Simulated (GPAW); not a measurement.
A run of GPAW 26.7.0:

Contents of run.py:

```python
from ase.filters import FrechetCellFilter
from ase.io import read, write
from ase.optimize import LBFGS
from gpaw import GPAW, PW

atoms = read('GaN.xyz')

calc = GPAW(mode=PW(800),
            xc='PBE',
            kpts={'size': (10, 10, 5), 'gamma': True},
            occupations={'name': 'fermi-dirac', 'width': 0.05},
            nbands=18,
            convergence={'density': 1e-05, 'forces': 0.0001},
            maxiter=150,
            txt='gpaw.txt')
atoms.calc = calc
opt = LBFGS(FrechetCellFilter(atoms), trajectory='relax.traj', logfile='-')
done = opt.run(fmax=0.01, steps=60)
calc.write('gs.gpw')
write('result.traj', atoms)
print('Converged:', done)
print('Cell:', atoms.cell.cellpar().round(4))
print('Volume:', round(atoms.get_volume(), 4))
print(atoms.get_scaled_positions().round(5))
```

GaN.xyz

```xyz
4
Lattice="3.1800000000 0.0000000000 0.0000000000 -1.5900000000 2.7539607840 0.0000000000 0.0000000000 0.0000000000 5.1660000000" Properties=species:S:1:pos:R:3 pbc="T T T"
Ga     1.5900000002      0.9179869279      2.5830000000
Ga    -0.0000000002      1.8359738561      0.0000000000
N      1.5900000002      0.9179869279      4.5202500000
N     -0.0000000002      1.8359738561      1.9372500000
```

Potentials or basis: GPAW PAW data sets (gpaw-data 1.2.1), pw.

Run with:

```sh
$ OMP_NUM_THREADS=1 python run.py
```

Hardware: 1 thread of Arm Neoverse V2, with other jobs on the host.

Question: Estimate the wall time of this run.

Answer: Run time: 3.4 min on 1 thread of Arm Neoverse V2, on a shared host, peak memory 0.39 GiB. Counts: scf iterations 59, plane waves 2352, bands 18, k points 58, ion steps 6.
